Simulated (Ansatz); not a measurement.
Predict the output of the script below (Ansatz 0.2.0 through its Python package).

`POSCAR_mgo`
```text
MgO
1.0
   3.25059419    0.00000000    0.00000000
  -1.62529709    2.81509715    0.00000000
   0.00000000    0.00000000   10.38633773
Mg O
4 4
Direct
   0.33333333    0.66666667    0.96966238
   0.00000000    0.00000000    0.22100231
   0.00000000    0.00000000    0.72100231
   0.66666667    0.33333333    0.46966238
   0.33333333    0.66666667    0.77984015
   0.00000000    0.00000000    0.52949334
   0.00000000    0.00000000    0.02949334
   0.66666667    0.33333333    0.27984015
```

Script `run_mass.py`:
```python
"""Band curvature masses of MgO."""

import argparse

import ansatz
from ase.io import read
import numpy as np

parser = argparse.ArgumentParser(description="Band curvature masses of MgO.")
parser.add_argument("--kmesh", type=int, nargs=3, required=True, help="k-point sampling")
parser.add_argument("--filling", required=True, help="how the bands are filled")
args = parser.parse_args()


def main() -> None:
    atoms = read("POSCAR_mgo", format="vasp")
    cell = ansatz.Crystal.from_ase(atoms)

    base = (
        cell.calculation()
        .functional(ansatz.Functional.PBESOL)
        .basis(31 * ansatz.Ry)
        .kpoints(mesh=args.kmesh)
        .occupations(args.filling)
    )
    # find the band extrema among the mesh points first
    res = base.band_table().run()
    summary = res.report
    levels = np.array(summary["eigenvalues_ev"])
    filled = round(summary["n_electrons"] / 2)
    edges = {"top filled band": (filled - 1, levels[:, filled - 1].argmax()), "lowest empty band": (filled, levels[:, filled].argmin())}
    gap = levels[:, filled].min() - levels[:, filled - 1].max()
    print(f"gap on the mesh {gap:.3f} eV")
    if gap <= 0.05:
        print("no gap: band-edge masses have no meaning here")
        edges = {}
    reciprocal = 2 * np.pi * np.linalg.inv(res.lattice.cell_ang).T
    step = 0.01  # 1/A

    # second differences give the curvature tensor; masses are hbar^2/m_e = 7.61996 eV A^2 over its eigenvalues
    pairs = [(0, 1), (0, 2), (1, 2)]
    moves = [sign * axis for axis in np.eye(3) for sign in (-1, 1)]
    moves += [s1 * np.eye(3)[i] + s2 * np.eye(3)[j] for i, j in pairs for s1 in (1, -1) for s2 in (1, -1)]
    for name, (band, index) in edges.items():
        together = int(np.sum(np.abs(levels[index] - levels[index, band]) < 2e-3))
        print(name, "at k =", np.round(summary["kpoints_frac"][index], 4), f"E = {levels[index, band]:.4f} eV, degeneracy {together}")
        centre = np.array(summary["kpoints_frac"][index]) @ reciprocal
        points = [centre] + [centre + step * move for move in moves]
        table = base.band_structure(points, intervals=1, cartesian=True).run().band_structure().channels[0].eigenvalues_ev
        if together > 1:
            level = np.flatnonzero(np.abs(levels[index] - levels[index, band]) < 2e-3)
            along = (table[1, level] + table[2, level] - 2 * table[0, level]) / step ** 2
            print("  degenerate level, no single mass tensor; masses of its branches along x:", np.round(7.61996 / along, 3), "m_e")
            continue
        e = table[:, band]
        hessian = np.diag((e[1:7:2] + e[2:7:2] - 2 * e[0]) / step ** 2)
        for (i, j), (pp, pm, mp, mm) in zip(pairs, e[7:].reshape(3, 4)):
            hessian[i, j] = hessian[j, i] = (pp - pm - mp + mm) / (4 * step ** 2)
        curvatures, axes = np.linalg.eigh(hessian)
        slope = (e[2:7:2] - e[1:7:2]) / (2 * step)
        print("  slope (eV A):", np.round(slope, 3) + 0.0, "" if np.abs(slope).max() < 0.05 else "- no extremum here, so these are local curvatures and no band-edge masses")
        for curvature, axis in zip(curvatures, axes.T):
            print(f"  principal mass {7.61996 / curvature:8.3f} m_e along", np.round(axis, 2) + 0.0)


if __name__ == "__main__":
    main()
```

```console
$ python run_mass.py --kmesh 12 12 2 --filling fixed
gap on the mesh 3.486 eV
top filled band at k = [0. 0. 0.] E = 4.6461 eV, degeneracy 1
  slope (eV A): [0. 0. 0.]
  principal mass   -0.348 m_e along [0. 0. 1.]
  principal mass   -5.834 m_e along [0. 1. 0.]
  principal mass   -9.178 m_e along [1. 0. 0.]
lowest empty band at k = [0. 0. 0.] E = 8.1319 eV, degeneracy 1
  slope (eV A): [0. 0. 0.]
  principal mass    0.334 m_e along [0. 1. 0.]
  principal mass    0.334 m_e along [1. 0. 0.]
  principal mass    0.331 m_e along [0. 0. 1.]
```

Semilocal gaps usually lie well under measured ones. This cell is a computed structure, which may not be the phase found in nature. Levels are Kohn-Sham eigenvalues on this mesh. The masses are finite-difference curvatures at extrema found on a coarse mesh, which needn't be the true band edges; a step that is long against the gap makes them too heavy. At a valence maximum the curvature is negative (the hole mass is its size); mixed signs mark a saddle. Spin-orbit coupling is left out, and light masses scale with the Kohn-Sham gap. Run time: 33 s on 1 thread of Arm Neoverse V2, with other jobs on the host, peak memory 0.47 GiB.
